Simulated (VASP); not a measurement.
# BP: B into a neighbouring B vacancy, part 4 of 4

Wanted: the minimum-energy path in BP for this move: B into a neighbouring B vacancy. The start is a cell from a database of measured crystal structures.

VASP 6.6.1, plane waves and PAW; the level of theory is named at each step.

So far. Step 3 (Relax the start): The run ended after 10 ionic steps, 0.175 eV below its first step, once the forces on the free atoms met EDIFFG = -0.05. Step 4 (Relax the end): The run ended after 6 ionic steps, 0.072 eV below its first step, once the forces on the free atoms met EDIFFG = -0.05.

## 5. Nudged elastic band

Level of this step: PBE, spin-polarised, with small moments to start from; plane waves and PAW (P, B) (VASP).

Images on a straight line between the ends relax across the path, while springs keep them spaced along it.

File INCAR:

```
SYSTEM = B7P8
PREC = Normal
ENCUT = 320
EDIFF = 1E-05
NELM = 120
ISMEAR = 0
SIGMA = 0.05
LREAL = Auto
ALGO = Fast
GGA = PE
NBANDS = 53
ISPIN = 2
MAGMOM = 0 0 0 0 0.6 0 0.6 0 0.6 0 0 0 0 0 0
LWAVE = .FALSE.
LCHARG = .FALSE.
IMAGES = 3
SPRING = -5
IBRION = 3
POTIM = 0.15
NSW = 60
EDIFFG = -0.05
ISYM = 0
ISIF = 0
SMASS = 1
```

File POSCAR:

```
B7P8
1.0
    0.0000000000      4.5470632966      4.5470632966
    4.5470632966      0.0000000000      4.5470632966
    4.5470632966      4.5470632966      0.0000000000
P B
8 7
Direct
    0.3733391073      0.3766870929      0.3745044139
    0.3765856752      0.3749341173      0.8739367459
    0.3754708668      0.8749218035      0.3728859295
    0.3820782832      0.8743870086      0.8689902837
    0.8748051760      0.3747609200      0.3752568618
    0.8735572243      0.3827572676      0.8734778531
    0.8695444113      0.8747058061      0.3812954409
    0.8754971233      0.8699195984      0.8724927384
    0.0007444603      0.9999860601      0.4984375411
    0.0021095676      0.4983042762      0.0008158931
    0.9987447301      0.5011230181      0.4995289900
    0.5011934092      0.0001793521      0.9983730982
    0.4983586244      0.0020487259      0.4973935289
    0.4998216135      0.5004744903      0.9998185747
    0.4998584930      0.5003255414      0.4991606185
```

File KPOINTS:

```
Automatic mesh
0
Gamma
2 2 2
0 0 0
```

File 00/POSCAR:

```
B7P8
1.0
    0.0000000000      4.5470632966      4.5470632966
    4.5470632966      0.0000000000      4.5470632966
    4.5470632966      4.5470632966      0.0000000000
P B
8 7
Direct
    0.3733391073      0.3766870929      0.3745044139
    0.3765856752      0.3749341173      0.8739367459
    0.3754708668      0.8749218035      0.3728859295
    0.3820782832      0.8743870086      0.8689902837
    0.8748051760      0.3747609200      0.3752568618
    0.8735572243      0.3827572676      0.8734778531
    0.8695444113      0.8747058061      0.3812954409
    0.8754971233      0.8699195984      0.8724927384
    0.0007444603      0.9999860601      0.4984375411
    0.0021095676      0.4983042762      0.0008158931
    0.9987447301      0.5011230181      0.4995289900
    0.5011934092      0.0001793521      0.9983730982
    0.4983586244      0.0020487259      0.4973935289
    0.4998216135      0.5004744903      0.9998185747
    0.4998584930      0.5003255414      0.4991606185
```

File 01/POSCAR:

```
B7P8
1.0
    0.0000000000      4.5470632966      4.5470632966
    4.5470632966      0.0000000000      4.5470632966
    4.5470632966      4.5470632966      0.0000000000
P B
8 7
Direct
    0.3732140096      0.3761888303      0.3749990668
    0.3763260191      0.3748838111      0.8745111814
    0.3768852464      0.8740869446      0.3730547275
    0.3802278136      0.8745779106      0.8706016773
    0.8740348952      0.3760946626      0.3747954407
    0.8735914887      0.3805613710      0.8743872995
    0.8697971734      0.8740608948      0.3794566853
    0.8750073295      0.8700698796      0.8752554973
    0.0005483917      0.9998538860      0.3741158364
    0.0018223691      0.4982197656      0.0007187190
    0.9985731940      0.5004922829      0.5002408833
    0.5009373578      0.0001649881      0.9986745421
    0.4982826843      0.0015785202      0.4982165838
    0.4996065258      0.5004931006      1.0002841767
    0.4995297836      0.4998770372      0.4997359834
```

File 02/POSCAR:

```
B7P8
1.0
    0.0000000000      4.5470632966      4.5470632966
    4.5470632966      0.0000000000      4.5470632966
    4.5470632966      4.5470632966      0.0000000000
P B
8 7
Direct
    0.3730889119      0.3756905678      0.3754937198
    0.3760663630      0.3748335048      0.8750856170
    0.3782996261      0.8732520856      0.3732235255
    0.3783773441      0.8747688125      0.8722130708
    0.8732646144      0.3774284052      0.3743340196
    0.8736257532      0.3783654745      0.8752967460
    0.8700499354      0.8734159836      0.3776179296
    0.8745175357      0.8702201608      0.8780182562
    0.0003523232      0.9997217119      0.2497941316
    0.0015351706      0.4981352550      0.0006215448
    0.9984016578      0.4998615476      0.5009527766
    0.5006813064      0.0001506242      0.9989759860
    0.4982067442      0.0011083145      0.4990396386
    0.4993914382      0.5005117109      1.0007497788
    0.4992010741      0.4994285330      0.5003113484
```

File 03/POSCAR:

```
B7P8
1.0
    0.0000000000      4.5470632966      4.5470632966
    4.5470632966      0.0000000000      4.5470632966
    4.5470632966      4.5470632966      0.0000000000
P B
8 7
Direct
    0.3729638142      0.3751923052      0.3759883727
    0.3758067069      0.3747831986      0.8756600525
    0.3797140058      0.8724172266      0.3733923235
    0.3765268746      0.8749597144      0.8738244644
    0.8724943335      0.3787621477      0.3738725986
    0.8736600176      0.3761695780      0.8762061924
    0.8703026974      0.8727710723      0.3757791740
    0.8740277419      0.8703704419      0.8807810150
    0.0001562546      0.9995895378      0.1254724268
    0.0012479720      0.4980507444      0.0005243707
    0.9982301216      0.4992308124      0.5016646698
    0.5004252551      0.0001362602      0.9992774299
    0.4981308040      0.0006381088      0.4998626934
    0.4991763506      0.5005303212      1.0012153808
    0.4988723646      0.4989800287      0.5008867133
```

File 04/POSCAR:

```
B7P8
1.0
    0.0000000000      4.5470632966      4.5470632966
    4.5470632966      0.0000000000      4.5470632966
    4.5470632966      4.5470632966      0.0000000000
P B
8 7
Direct
    0.3728387165      0.3746940426      0.3764830257
    0.3755470508      0.3747328924      0.8762344880
    0.3811283854      0.8715823677      0.3735611215
    0.3746764050      0.8751506164      0.8754358580
    0.8717240527      0.3800958903      0.3734111775
    0.8736942820      0.3739736814      0.8771156388
    0.8705554595      0.8721261610      0.3739404184
    0.8735379481      0.8705207231      0.8835437739
   -0.0000398140      0.9994573637      0.0011507221
    0.0009607735      0.4979662338      0.0004271966
    0.9980585855      0.4986000772      0.5023765631
    0.5001692037      0.0001218962      0.9995788738
    0.4980548639      0.0001679031      0.5006857483
    0.4989612629      0.5005489315      1.0016809828
    0.4985436552      0.4985315245      0.5014620782
```

The projector-augmented-wave data sets are P and B (PBE family, release 64).

On the command line:

```console
mpirun -np 3 vasp_std
```

Log:

```text
[banner, memory and clock lines left out]
running    3 mpi-ranks, on    1 nodes
 each image running on    1 cores
[...]
01/POSCAR found :  2 types and      15 ions
 LDA part: xc-table for (Slater+PW92), standard interpolation
[...]
00/POSCAR found :  2 types and      15 ions
[...]
04/POSCAR found :  2 types and      15 ions
 POSCAR, INCAR and KPOINTS ok, starting setup
[...]
entering main loop
       N       E                     dE             d eps       ncg     rms          rms(c)
DAV:   1     0.116511965196E+03    0.11651E+03   -0.19066E+04  1696   0.683E+02
DAV:   2    -0.830865920391E+02   -0.19960E+03   -0.18705E+03  2094   0.154E+02
DAV:   3    -0.935734235115E+02   -0.10487E+02   -0.10334E+02  2192   0.331E+01
DAV:   4    -0.937066071993E+02   -0.13318E+00   -0.13281E+00  2222   0.426E+00
[...]
RMM:  13    -0.870192895045E+02   -0.38513E-04   -0.21605E-04  1717   0.511E-02    0.408E-02
RMM:  14    -0.870193055963E+02   -0.16092E-04   -0.50307E-05  1534   0.242E-02    0.133E-02
RMM:  15    -0.870193086145E+02   -0.30183E-05   -0.14915E-05  1253   0.137E-02
   1 F= -.87019309E+02 E0= -.87018078E+02  d E =-.870193E+02  mag=    -0.0001
[... from here on, the cycles between the ionic steps are left out ...]
   2 F= -.89668765E+02 E0= -.89664374E+02  d E =-.264946E+01  mag=    -0.0251
   6 F= -.89086134E+02 E0= -.89080853E+02  d E =-.141734E+00  mag=    -0.0233
  11 F= -.90110599E+02 E0= -.90107412E+02  d E =-.149200E+00  mag=    -0.0000
  16 F= -.90383973E+02 E0= -.90381669E+02  d E =-.261437E-01  mag=     0.0000
  21 F= -.90482372E+02 E0= -.90479865E+02  d E =-.174423E-01  mag=     0.0000
  26 F= -.90559964E+02 E0= -.90557148E+02  d E =-.137088E-01  mag=     0.0000
  31 F= -.90561069E+02 E0= -.90558158E+02  d E =0.153459E-01  mag=    -0.0000
  36 F= -.90343102E+02 E0= -.90341682E+02  d E =0.526023E-01  mag=    -0.0000
  41 F= -.90073939E+02 E0= -.90072820E+02  d E =0.539746E-01  mag=    -0.0000
  46 F= -.89824135E+02 E0= -.89822146E+02  d E =0.457539E-01  mag=     0.0000
  51 F= -.89638236E+02 E0= -.89635668E+02  d E =0.317716E-01  mag=    -0.0000
  56 F= -.89513381E+02 E0= -.89508570E+02  d E =0.185269E-01  mag=    -0.0000
  59 F= -.89494949E+02 E0= -.89489684E+02  d E =0.560851E-04  mag=    -0.0000
  60 F= -.89501333E+02 E0= -.89495354E+02  d E =-.638418E-02  mag=    -0.0001
damped:  g(F)=  0.435E-01 g(S)=  0.000E+00 dE (1.order)=-0.876E-01
```

It took 12 min on 3 MPI ranks of Intel Xeon 6975P-C (Granite Rapids), shared host; peak memory 0.56 GiB.

From OUTCAR (step 5):

```text
  tangential force (eV/A)        -1.803093
  left and right image   1.642058  0.644471 A

  tangential force (eV/A)        -1.645154
  left and right image   1.630444  0.651856 A

 spin component 1
 k-point     1 :       0.0000    0.0000    0.0000
  band No.  band energies     occupation
    ...
     25       5.3656      1.00000
     26       5.9811      1.00000
     27       6.0390      1.00000
     28       6.3719      1.00000
     29       6.8268      1.00000
     30       7.2313      0.00057
     31       7.5513      0.00000
     32       8.1134      0.00000
     33       8.3709      0.00000
     34       8.7054      0.00000
    ...

 k-point     2 :       0.5000    0.0000    0.0000
  band No.  band energies     occupation
    ...
     27       4.6912      1.00000
     28       5.7214      1.00000
     29       5.8616      1.00000
     30       6.0603      1.00000
     31       7.0799      0.84814
     32       8.3421      0.00000
     33       8.9122      0.00000
     34       9.1143      0.00000
     35       9.4333      0.00000
     36       9.6210      0.00000
    ...

 POSITION                                       TOTAL-FORCE (eV/Angst)
 -----------------------------------------------------------------------------------
      3.39368      3.39397      3.30219        -0.036800     -0.038084      0.018908
      5.66852      5.66574      3.50591        -0.031655     -0.027895     -0.056996
      5.56200      3.25025      5.64653        -0.037189      0.029804     -0.030488
      8.09910      5.75530      5.67711        -0.087554     -0.011363      0.091018
      3.20261      5.55718      5.64747        -0.091607     -0.026505     -0.071520
      5.75515      7.99862      5.69972        -0.088326     -0.341591      0.110883
      5.63478      5.63176      7.55589        -0.324452     -0.354146      0.040416
      7.97871      7.97585      8.13845         0.228700      0.194810      0.126163
      5.79901      1.31085      4.88430         0.769013      0.886133     -0.308124
      2.29899     -0.07173      2.45269        -0.030017     -0.034518     -0.036398
      4.43712      6.84110      6.61178        -0.074515     -0.162700      0.096898
      4.48984      6.86295      2.46088        -0.010629      0.011975     -0.036524
      2.31928      4.46172      2.05925        -0.102548     -0.040078      0.066884
      2.32152      2.30527      4.52973        -0.034173     -0.105090      0.001849
      4.46440      4.47902      4.53287        -0.048247      0.019248     -0.012968
 -----------------------------------------------------------------------------------
    total drift:                               -0.008741     -0.045401     -0.019108

  FREE ENERGIE OF THE ION-ELECTRON SYSTEM (eV)
  ---------------------------------------------------
  free  energy   TOTEN  =       -89.5013330708 eV

  energy  without entropy=      -89.4893741333  energy(sigma->0) =      -89.49535360

  tangential force (eV/A)        -1.489625
  left and right image   1.617054  0.658541 A

[... 5 parts as in an earlier step ...]

[... 14 further parts left out ...]
[key lines of the parts left out:]
E-fermi :   7.1163
```

CONTCAR:

```
B7P8
   1.00000000000000
     0.0000000000000000    4.5470632966000002    4.5470632966000002
     4.5470632966000002    0.0000000000000000    4.5470632966000002
     4.5470632966000002    4.5470632966000002    0.0000000000000000
  P               B
     8     7
Direct
     0.3631444538459518    0.3630808749155631    0.3832645180744786
     0.3852089106629155    0.3858192539932786    0.8608131286873900
     0.3666963173050724    0.8751015467321874    0.3481053222562639
     0.3665348904374831    0.8819882106428533    0.8991825846094336
     0.8799121272313358    0.3620908534142638    0.3422349728819210
     0.8734425877666928    0.3800532234013086    0.8856317174161571
     0.8305225858084656    0.8311850190475392    0.4080271616687370
     0.8945991253884834    0.8952266012275637    0.8594674798710136
     0.0435603740761537    1.0306064182387462    0.2447238471394627
     0.0090128941856044    0.5303874164431529   -0.0247886769962765
     0.9913828936894976    0.4626932768887834    0.5131269435382650
     0.5315516831969304    0.0096512988568799    0.9777632153663571
     0.4620226421611142   -0.0091476074291220    0.5192093355064155
     0.4963067169522787    0.4998802251648593    0.0106741381700463
     0.5000478599146609    0.4968317869402207    0.4849889422345794
```

The band used up its steps before its forces met the threshold, so no barrier is taken from it.

## 6. Outcome

```
result : none
```

In words: The session ends without its result: «nudged elastic band» used up its steps.

[Lines on the potential files, build, host, timing and source positions are cut from VASP's logs without a mark.]

[Logs are printed without paths, hosts, clocks, repeated set-up lines and the standing remarks that a program may print on its own settings, such as how far it seeks lower states.]

[Hosts, paths, dates, database ids (printed as entryN), source tags and the programs' standing remarks are cut or masked in the printed files.]

[Runs that stopped without an error message from VASP are left out.]
